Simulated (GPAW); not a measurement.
The system is BaS.

```
Ba S
1.0
     0.00000    3.19375    3.19375
     3.19375    0.00000    3.19375
     3.19375    3.19375    0.00000
Ba S
1 1
Direct
  0.00000 0.00000 0.00000
  0.50000 0.50000 0.50000
```

```yaml
Program: GPAW 26.7.0
Task: single point
Functional: PBE
Potentials_or_basis: GPAW PAW data sets (gpaw-data 1.2.1)
Cutoff: 600 eV
Basis: pw
k_mesh: 7 × 7 × 7
Occupations: fermi-dirac, width 0.05 eV
Spin: no spin polarisation
```

On this cell: pressure 1.2 GPa; largest force zero by symmetry; band gap on the k mesh 2.19 eV, indirect (least direct gap 2.33 eV).

The same run follows on a disturbed copy (atoms moved at random, drawn with an rms of 0.05 Å):

```xyz
2
Lattice="0.0000 3.1938 3.1938 3.1938 0.0000 3.1938 3.1938 3.1938 0.0000" Properties=species:S:1:pos:R:3 pbc="T T T"
Ba    0.0507    0.0179    0.0272
S     3.1873    3.2046    3.1984
```

**Question.** What changes?

**Answer.** The energy moves by +2.0 meV/atom; pressure 1.3 GPa; largest force 0.128 eV/Å; band gap on the k mesh 2.20 eV, indirect (least direct gap 2.33 eV).

Forces in eV/Å, atoms in the order of the input:
```
Ba  -0.119 -0.015 -0.046
S    0.119  0.015  0.046
```

Stress tensor (GPa, compression positive):
```
 1.36  0.00 -0.01
 0.00  1.21  0.00
-0.01  0.00  1.24
```

Caveats: spin-orbit coupling is left out, which moves the levels of the heavy elements; an odd mesh through Γ misses points on the zone boundary, where band edges often lie.
